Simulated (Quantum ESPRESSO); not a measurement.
# SnO2 (Cassiterite) (P4_2/mnm) in Quantum ESPRESSO: settings compared

The runs below take SnO2 (Cassiterite) through band structure, with LDA, PBEsol.

Everything below comes from runs of Quantum ESPRESSO 7.5. Logs are shortened: lines on timing, memory, paths and dates and some standing lists are left out, and cuts for length are marked.

## (1) The crystal as given

Symmetry: P4_2/mnm, No. 136, tetragonal system. The conventional cell has a = 4.738 Å, b = 4.738 Å, c = 3.187 Å, α = 90.00°, β = 90.00°, γ = 90.00°. Sn (site symmetry mmm) is surrounded by 6 O at 2.05 to 2.06 Å. O (site symmetry m2m) is surrounded by 3 Sn at 2.05 to 2.06 Å.

## (2) Band structure, LDA

pw.in

```
&CONTROL
  calculation = 'scf'
  prefix = 'pwscf'
  outdir = './tmp'
  pseudo_dir = './pseudo'
  tprnfor = .true.
  tstress = .true.
  disk_io = 'low'
/
&SYSTEM
  ibrav = 0
  celldm(1) = 8
  nat = 6
  ntyp = 2
  ecutwfc = 68
  ecutrho = 544
  nbnd = 36
  occupations = 'smearing'
  smearing = 'fd'
  degauss = 0.00367493
/
&ELECTRONS
  conv_thr = 1.2d-09
  electron_maxstep = 120
  mixing_beta = 0.5
/
ATOMIC_SPECIES
Sn   118.7100 sn_lda_v1.4.uspp.F.UPF
O     15.9990 o_lda_v1.2.uspp.F.UPF
CELL_PARAMETERS alat
  1.1191902973096   0.0000000000000   0.0000000000000
  0.0000000000000   1.1191902973096   0.0000000000000
  0.0000000000000   0.0000000000000   0.7527015370150
ATOMIC_POSITIONS crystal
Sn     0.5000000000    0.5000000000    0.5000000000
Sn     0.0000000000    0.0000000000    0.0000000000
O      0.8071000000    0.1929000000    0.5000000000
O      0.6929000000    0.6929000000    0.0000000000
O      0.1929000000    0.8071000000    0.5000000000
O      0.3071000000    0.3071000000    0.0000000000
K_POINTS automatic
6 6 8 0 0 0
```

bands.in

```
&CONTROL
  calculation = 'bands'
  prefix = 'pwscf'
  outdir = './tmp'
  pseudo_dir = './pseudo'
  disk_io = 'low'
  verbosity = 'high'
/
&SYSTEM
  ibrav = 0
  celldm(1) = 8
  nat = 6
  ntyp = 2
  ecutwfc = 68
  ecutrho = 544
  nbnd = 36
  occupations = 'smearing'
  smearing = 'fd'
  degauss = 0.00367493
/
&ELECTRONS
  conv_thr = 1d-08
  electron_maxstep = 120
  mixing_beta = 0.5
  diago_full_acc = .true.
  startingwfc = 'random'
/
ATOMIC_SPECIES
Sn   118.7100 sn_lda_v1.4.uspp.F.UPF
O     15.9990 o_lda_v1.2.uspp.F.UPF
CELL_PARAMETERS alat
  1.1191902973096   0.0000000000000   0.0000000000000
  0.0000000000000   1.1191902973096   0.0000000000000
  0.0000000000000   0.0000000000000   0.7527015370150
ATOMIC_POSITIONS crystal
Sn     0.5000000000    0.5000000000    0.5000000000
Sn     0.0000000000    0.0000000000    0.0000000000
O      0.8071000000    0.1929000000    0.5000000000
O      0.6929000000    0.6929000000    0.0000000000
O      0.1929000000    0.8071000000    0.5000000000
O      0.3071000000    0.3071000000    0.0000000000
K_POINTS crystal
60
 0.0000000000  0.0000000000  0.0000000000 1
 0.0000000000  0.1250000000  0.0000000000 1
 0.0000000000  0.2500000000  0.0000000000 1
 0.0000000000  0.3750000000  0.0000000000 1
 0.0000000000  0.5000000000  0.0000000000 1
 0.1250000000  0.5000000000  0.0000000000 1
 0.2500000000  0.5000000000  0.0000000000 1
 0.3750000000  0.5000000000  0.0000000000 1
 0.5000000000  0.5000000000  0.0000000000 1
 0.4285714286  0.4285714286  0.0000000000 1
 0.3571428571  0.3571428571  0.0000000000 1
 0.2857142857  0.2857142857  0.0000000000 1
 0.2142857143  0.2142857143  0.0000000000 1
 0.1428571429  0.1428571429  0.0000000000 1
 0.0714285714  0.0714285714  0.0000000000 1
 0.0000000000  0.0000000000  0.0000000000 1
 0.0000000000  0.0000000000  0.0714285714 1
 0.0000000000  0.0000000000  0.1428571429 1
 0.0000000000  0.0000000000  0.2142857143 1
 0.0000000000  0.0000000000  0.2857142857 1
 0.0000000000  0.0000000000  0.3571428571 1
 0.0000000000  0.0000000000  0.4285714286 1
 0.0000000000  0.0000000000  0.5000000000 1
 0.0000000000  0.1000000000  0.5000000000 1
 0.0000000000  0.2000000000  0.5000000000 1
 0.0000000000  0.3000000000  0.5000000000 1
 0.0000000000  0.4000000000  0.5000000000 1
 0.0000000000  0.5000000000  0.5000000000 1
 0.1000000000  0.5000000000  0.5000000000 1
 0.2000000000  0.5000000000  0.5000000000 1
 0.3000000000  0.5000000000  0.5000000000 1
 0.4000000000  0.5000000000  0.5000000000 1
 0.5000000000  0.5000000000  0.5000000000 1
 0.4375000000  0.4375000000  0.5000000000 1
 0.3750000000  0.3750000000  0.5000000000 1
 0.3125000000  0.3125000000  0.5000000000 1
 0.2500000000  0.2500000000  0.5000000000 1
 0.1875000000  0.1875000000  0.5000000000 1
 0.1250000000  0.1250000000  0.5000000000 1
 0.0625000000  0.0625000000  0.5000000000 1
 0.0000000000  0.0000000000  0.5000000000 1
 0.0000000000  0.5000000000  0.0000000000 1
 0.0000000000  0.5000000000  0.0555555556 1
 0.0000000000  0.5000000000  0.1111111111 1
 0.0000000000  0.5000000000  0.1666666667 1
 0.0000000000  0.5000000000  0.2222222222 1
 0.0000000000  0.5000000000  0.2777777778 1
 0.0000000000  0.5000000000  0.3333333333 1
 0.0000000000  0.5000000000  0.3888888889 1
 0.0000000000  0.5000000000  0.4444444444 1
 0.0000000000  0.5000000000  0.5000000000 1
 0.5000000000  0.5000000000  0.0000000000 1
 0.5000000000  0.5000000000  0.0625000000 1
 0.5000000000  0.5000000000  0.1250000000 1
 0.5000000000  0.5000000000  0.1875000000 1
 0.5000000000  0.5000000000  0.2500000000 1
 0.5000000000  0.5000000000  0.3125000000 1
 0.5000000000  0.5000000000  0.3750000000 1
 0.5000000000  0.5000000000  0.4375000000 1
 0.5000000000  0.5000000000  0.5000000000 1
```

Potentials or basis: GBRV 1.5 LDA.

Started as:

```bash
> OMP_NUM_THREADS=1 mpirun -n 2 pw.x -nk 2 -in pw.in > pw.out
> OMP_NUM_THREADS=1 mpirun -n 2 pw.x -nk 2 -in bands.in > bands.out
```

pw.out:

```text
This program is part of the open-source Quantum ESPRESSO suite
     for quantum simulation of materials; please cite
         "P. Giannozzi et al., J. Phys.:Condens. Matter 21 395502 (2009);
         "P. Giannozzi et al., J. Phys.:Condens. Matter 29 465901 (2017);
         "P. Giannozzi et al., J. Chem. Phys. 152 154105 (2020);
     in publications or presentations arising from this work. More details at

     Message from routine setup:
     using ibrav=0 with symmetry is DISCOURAGED, use correct ibrav instead

     K-points division:     npool     =       2
     Subspace diagonalization in iterative solution of the eigenvalue problem:
     a serial algorithm will be used

     G-vector sticks info
     --------------------
     sticks:   dense  smooth     PW     G-vecs:    dense   smooth      PW
     Sum        3457    1741    509               103349    36603    5869

     Using Slab Decomposition

     bravais-lattice index     =            0
     lattice parameter (alat)  =       8.0000  a.u.
     unit-cell volume          =     482.7259 (a.u.)^3
     number of atoms/cell      =            6
     number of atomic types    =            2
     number of electrons       =        52.00
     number of Kohn-Sham states=           36
     kinetic-energy cutoff     =      68.0000  Ry
     charge density cutoff     =     544.0000  Ry
     scf convergence threshold =      1.2E-09
     mixing beta               =       0.5000
     number of iterations used =            8  plain     mixing
     Exchange-correlation= SLA  PZ   NOGX NOGC
                           (   1   1   0   0   0   0   0)

     celldm(1)=   8.000000  celldm(2)=   0.000000  celldm(3)=   0.000000
     celldm(4)=   0.000000  celldm(5)=   0.000000  celldm(6)=   0.000000

     crystal axes: (cart. coord. in units of alat)
               a(1) = (   1.119190   0.000000   0.000000 )
               a(2) = (   0.000000   1.119190   0.000000 )
               a(3) = (   0.000000   0.000000   0.752702 )

     reciprocal axes: (cart. coord. in units 2 pi/alat)
               b(1) = (  0.893503  0.000000  0.000000 )
               b(2) = (  0.000000  0.893503  0.000000 )
               b(3) = (  0.000000  0.000000  1.328548 )

     PseudoPot. # 1 for Sn read from file:
     sn_lda_v1.4.uspp.F.UPF
     Pseudo is Ultrasoft + core correction, Zval = 14.0
     Generated by new atomic code, or converted to UPF format
     Using radial grid of  891 points,  6 beta functions with:
                l(1) =   0
                l(2) =   0
                l(3) =   1
                l(4) =   1
                l(5) =   2
                l(6) =   2
     Q(r) pseudized with  8 coefficients,  rinner =    1.350   1.350   1.350
                                                       1.350   1.350

     PseudoPot. # 2 for O  read from file:
     o_lda_v1.2.uspp.F.UPF
     Pseudo is Ultrasoft + core correction, Zval =  6.0
     Generated by new atomic code, or converted to UPF format
     Using radial grid of  737 points,  5 beta functions with:
                l(1) =   0
                l(2) =   0
                l(3) =   1
                l(4) =   1
                l(5) =   2
     Q(r) pseudized with  8 coefficients,  rinner =    0.900   0.900   0.900
                                                       0.900   0.900

     atomic species   valence    mass     pseudopotential
     Sn               14.00   118.71000     Sn( 1.00)
     O                 6.00    15.99900     O ( 1.00)

     16 Sym. Ops., with inversion, found ( 8 have fractional translation)

   Cartesian axes

     site n.     atom                  positions (alat units)
         1        Sn     tau(   1) = (   0.5595951   0.5595951   0.3763508  )
         2        Sn     tau(   2) = (   0.0000000   0.0000000   0.0000000  )
         3        O      tau(   3) = (   0.9032985   0.2158918   0.3763508  )
         4        O      tau(   4) = (   0.7754870   0.7754870   0.0000000  )
         5        O      tau(   5) = (   0.2158918   0.9032985   0.3763508  )
         6        O      tau(   6) = (   0.3437033   0.3437033   0.0000000  )

     number of k points=    50  Fermi-Dirac smearing, width (Ry)=  0.0037
                       cart. coord. in units 2pi/alat
        k(    1) = (   0.0000000   0.0000000   0.0000000), wk =   0.0069444
        k(    2) = (   0.0000000   0.0000000   0.1660685), wk =   0.0138889
        k(    3) = (   0.0000000   0.0000000   0.3321370), wk =   0.0138889
        k(    4) = (   0.0000000   0.0000000   0.4982054), wk =   0.0138889
        k(    5) = (   0.0000000   0.0000000  -0.6642739), wk =   0.0069444
        k(    6) = (   0.0000000   0.1489172   0.0000000), wk =   0.0277778
[... 42 lines left out ...]
        k(   49) = (  -0.4467515  -0.4467515   0.4982054), wk =   0.0138889
        k(   50) = (  -0.4467515  -0.4467515  -0.6642739), wk =   0.0069444

     Dense  grid:   103349 G-vectors     FFT dimensions: (  72,  72,  48)

     Smooth grid:    36603 G-vectors     FFT dimensions: (  48,  48,  32)

     Check: negative core charge=   -0.000002

     Initial potential from superposition of free atoms

     starting charge      49.9999, renormalised to      52.0000
     Starting wfcs are   34 randomized atomic wfcs +    2 random wfcs

     Self-consistent Calculation

     iteration #  1     ecut=    68.00 Ry     beta= 0.50
     Davidson diagonalization with overlap
     ethr =  1.00E-02,  avg # of iterations =  6.5

     total energy              =    -446.67662736 Ry
     estimated scf accuracy    <       1.58219331 Ry

     iteration #  2     ecut=    68.00 Ry     beta= 0.50
     Davidson diagonalization with overlap
     ethr =  3.04E-03,  avg # of iterations =  2.0

     total energy              =    -447.08496876 Ry
     estimated scf accuracy    <       0.27711933 Ry

     iteration #  3     ecut=    68.00 Ry     beta= 0.50
     Davidson diagonalization with overlap
     ethr =  5.33E-04,  avg # of iterations =  2.2
[... 29 lines left out ...]
     total energy              =    -447.13222255 Ry
     estimated scf accuracy    <       0.00000031 Ry

     iteration #  8     ecut=    68.00 Ry     beta= 0.50
     Davidson diagonalization with overlap
     ethr =  5.90E-10,  avg # of iterations =  4.7

     total energy              =    -447.13222282 Ry
     estimated scf accuracy    <          7.2E-09 Ry

     iteration #  9     ecut=    68.00 Ry     beta= 0.50
     Davidson diagonalization with overlap
     ethr =  1.39E-11,  avg # of iterations =  4.0

     End of self-consistent calculation

          k = 0.0000 0.0000 0.0000 (  4571 PWs)   bands (ev):

   -11.8245 -11.0921 -10.7969 -10.7831 -10.7831 -10.6794 -10.6416 -10.5483
   -10.5214 -10.5214  -9.5564  -7.5923  -7.5923  -5.8110   0.9596   5.0396
     5.0396   5.1428   6.0059   7.1050   7.2261   7.9417   7.9417   8.4105
     8.4105   9.1901  10.3423  15.0964  15.3224  15.3224  19.3081  19.5302
    21.0479  21.0479  21.5022  21.5998

          k = 0.0000 0.0000 0.1661 (  4580 PWs)   bands (ev):

   -11.7484 -10.9982 -10.9287 -10.9287 -10.7676 -10.6924 -10.6349 -10.5489
   -10.5429 -10.5429  -9.4717  -7.3449  -7.3449  -5.9281   0.9289   5.0167
     5.1882   5.1882   6.0806   6.1108   7.1080   7.3469   7.3469   8.4453
     8.4453   9.0567  11.3123  15.4251  15.9813  15.9813  18.3857  20.4249
    20.9838  20.9838  21.3705  21.4759

          k = 0.0000 0.0000 0.3321 (  4576 PWs)   bands (ev):
[... 361 lines left out ...]
   -11.3143 -11.3143 -11.2398 -11.2398 -10.6727 -10.6727 -10.5868 -10.5868
   -10.5767 -10.5767  -7.6567  -7.6567  -6.9059  -6.9059   2.1994   2.1994
     5.2669   5.2669   5.8953   5.8953   6.4944   6.4944   8.3128   8.3128
     8.3136   8.3136  14.1776  14.1776  17.7875  17.7875  19.4885  19.4885
    19.9717  19.9717  21.7666  21.7666

          k =-0.4468-0.4468 0.4982 (  4552 PWs)   bands (ev):

   -11.4911 -11.4911 -11.1495 -11.1495 -10.6260 -10.6260 -10.5734 -10.5734
   -10.5698 -10.5698  -7.6081  -7.6081  -6.3666  -6.3666   1.3464   1.3464
     4.4036   4.4036   6.3467   6.3467   6.6590   6.6590   8.2773   8.2773
     8.3398   8.3398  14.0361  14.0361  17.9623  17.9623  19.6988  19.6988
    20.0398  20.0398  22.0582  22.0582

          k =-0.4468-0.4468-0.6643 (  4608 PWs)   bands (ev):

   -11.5842 -11.5842 -11.0891 -11.0891 -10.6419 -10.6419 -10.5671 -10.5671
   -10.5205 -10.5205  -7.5846  -7.5846  -6.1437  -6.1437   1.0123   1.0123
     4.0482   4.0482   6.6052   6.6052   6.7165   6.7165   8.2016   8.2016
     8.3508   8.3508  13.9148  13.9148  17.8291  17.8291  19.9890  19.9890
    20.1786  20.1786  22.1409  22.1409

     the Fermi energy is     9.7769 ev

!    total energy              =    -447.13222283 Ry
     estimated scf accuracy    <          4.3E-10 Ry
     smearing contrib. (-TS)   =      -0.00000001 Ry
     internal energy E=F+TS    =    -447.13222282 Ry

     The total energy is F=E-TS. E is the sum of the following terms:
     one-electron contribution =    -131.64883668 Ry
     hartree contribution      =     106.13310679 Ry
     xc contribution           =    -114.18255765 Ry
     ewald contribution        =    -307.43393528 Ry

     convergence has been achieved in   9 iterations

     Forces acting on atoms (cartesian axes, Ry/au):

     atom    1 type  1   force =     0.00000000    0.00000000    0.00000000
     atom    2 type  1   force =     0.00000000    0.00000000   -0.00000000
     atom    3 type  2   force =    -0.00454189    0.00454189    0.00000000
     atom    4 type  2   force =     0.00454189    0.00454189    0.00000000
     atom    5 type  2   force =     0.00454189   -0.00454189    0.00000000
     atom    6 type  2   force =    -0.00454189   -0.00454189    0.00000000

     Total force =     0.012846     Total SCF correction =     0.000009

     Computing stress (Cartesian axis) and pressure

          total   stress  (Ry/bohr**3)                   (kbar)     P=       -1.00
  -0.00003544   0.00000000   0.00000000           -5.21        0.00        0.00
   0.00000000  -0.00003544   0.00000000            0.00       -5.21        0.00
   0.00000000   0.00000000   0.00005049            0.00        0.00        7.43

=------------------------------------------------------------------------------=
   JOB DONE.
=------------------------------------------------------------------------------=
```

It took 91 s on 2 MPI ranks of Intel Xeon 6975P-C (Granite Rapids), shared host; peak memory 0.62 GiB.

What came out:

```
Free energy             : -6083.5438 eV
Pressure                : -0.1 GPa
Largest force           : 0.165 eV/Å
Band gap on the k mesh  : 1.15 eV, direct
Band gap along the path : 1.15 eV, direct
```

Forces in eV/Å, atoms in the order of the input:
```
Sn   0.000  0.000  0.000
Sn   0.000  0.000  0.000
O   -0.117  0.117  0.000
O    0.117  0.117  0.000
O    0.117 -0.117  0.000
O   -0.117 -0.117  0.000
```

Levels at the corners of the path, in eV from the valence-band top:
```
point  band 22  band 23  band 24  band 25  band 26  band 27  band 28  band 29  band 30  band 31
    Γ    -1.25    -1.25    -0.78    -0.78     0.00     1.15     5.91     6.13     6.13    10.12
    X    -1.99    -1.20    -1.20    -0.64    -0.64     4.29     4.29     6.85     6.85    10.74
    M    -2.00    -1.33    -1.33    -0.91    -0.91     4.66     4.66     7.32     7.32    10.77
    Γ    -1.25    -1.25    -0.78    -0.78     0.00     1.15     5.91     6.13     6.13    10.12
    Z    -2.66    -1.70    -1.70    -1.28    -1.28     6.03     6.03     9.55     9.55    10.48
    R    -1.77    -1.11    -1.11    -0.71    -0.71     6.29     6.29     7.88     7.88    10.81
    A    -2.47    -0.99    -0.99    -0.84    -0.84     4.72     4.72     8.64     8.64    10.80
    Z    -2.66    -1.70    -1.70    -1.28    -1.28     6.03     6.03     9.55     9.55    10.48
    X    -1.99    -1.20    -1.20    -0.64    -0.64     4.29     4.29     6.85     6.85    10.74
    R    -1.77    -1.11    -1.11    -0.71    -0.71     6.29     6.29     7.88     7.88    10.81
    M    -2.00    -1.33    -1.33    -0.91    -0.91     4.66     4.66     7.32     7.32    10.77
    A    -2.47    -0.99    -0.99    -0.84    -0.84     4.72     4.72     8.64     8.64    10.80
```

Caveat: spin-orbit coupling is left out, which moves the levels of the heavy elements. A hybrid or GW would open this gap; LDA tends to underestimate it.

## (3) Band structure, PBEsol

Changes to pw.in since step 2:

```diff
@@ -27,4 +27,4 @@
 ATOMIC_SPECIES
-Sn   118.7100 sn_lda_v1.4.uspp.F.UPF
-O     15.9990 o_lda_v1.2.uspp.F.UPF
+Sn   118.7100 sn_pbesol_v1.4.uspp.F.UPF
+O     15.9990 o_pbesol_v1.2.uspp.F.UPF
 CELL_PARAMETERS alat
```

Changes to bands.in since step 2:

```diff
@@ -28,4 +28,4 @@
 ATOMIC_SPECIES
-Sn   118.7100 sn_lda_v1.4.uspp.F.UPF
-O     15.9990 o_lda_v1.2.uspp.F.UPF
+Sn   118.7100 sn_pbesol_v1.4.uspp.F.UPF
+O     15.9990 o_pbesol_v1.2.uspp.F.UPF
 CELL_PARAMETERS alat
```

Potentials or basis: GBRV 1.5 PBEsol.

Started as:

```bash
> OMP_NUM_THREADS=1 mpirun -n 2 pw.x -nk 2 -in pw.in > pw.out
> OMP_NUM_THREADS=1 mpirun -n 2 pw.x -nk 2 -in bands.in > bands.out
```

It took 96 s on 2 MPI ranks of Intel Xeon 6975P-C (Granite Rapids), shared host; peak memory 0.62 GiB.

Results (log left out):

* Free energy: -6080.7239 eV
* Pressure: 5.0 GPa
* Largest force: 0.214 eV/Å
* Band gap on the k mesh: 1.19 eV, direct
* Band gap along the path: 1.19 eV, direct

Forces on the atoms (eV/Å):
```
Sn   0.000  0.000  0.000
Sn   0.000  0.000  0.000
O   -0.151  0.151  0.000
O    0.151  0.151  0.000
O    0.151 -0.151  0.000
O   -0.151 -0.151  0.000
```

Stress tensor (GPa, compression positive):
```
4.33 0.00 0.00
0.00 4.33 0.00
0.00 0.00 6.36
```

Levels at the corners of the path, in eV from the valence-band top:
```tsv
point	band 24	band 25	band 26	band 27	band 28	band 29
Γ	-0.78	-0.78	0.00	1.19	6.03	6.21
X	-1.20	-0.64	-0.64	4.37	4.37	6.95
M	-1.33	-0.91	-0.91	4.76	4.76	7.40
Γ	-0.78	-0.78	0.00	1.19	6.03	6.21
Z	-1.68	-1.28	-1.28	6.15	6.15	9.63
R	-1.11	-0.71	-0.71	6.42	6.42	7.94
A	-0.98	-0.84	-0.84	4.83	4.83	8.74
Z	-1.68	-1.28	-1.28	6.15	6.15	9.63
X	-1.20	-0.64	-0.64	4.37	4.37	6.95
R	-1.11	-0.71	-0.71	6.42	6.42	7.94
M	-1.33	-0.91	-0.91	4.76	4.76	7.40
A	-0.98	-0.84	-0.84	4.83	4.83	8.74
```

Caveat: spin-orbit coupling is left out, which moves the levels of the heavy elements. A hybrid or GW would open this gap; PBEsol tends to underestimate it.
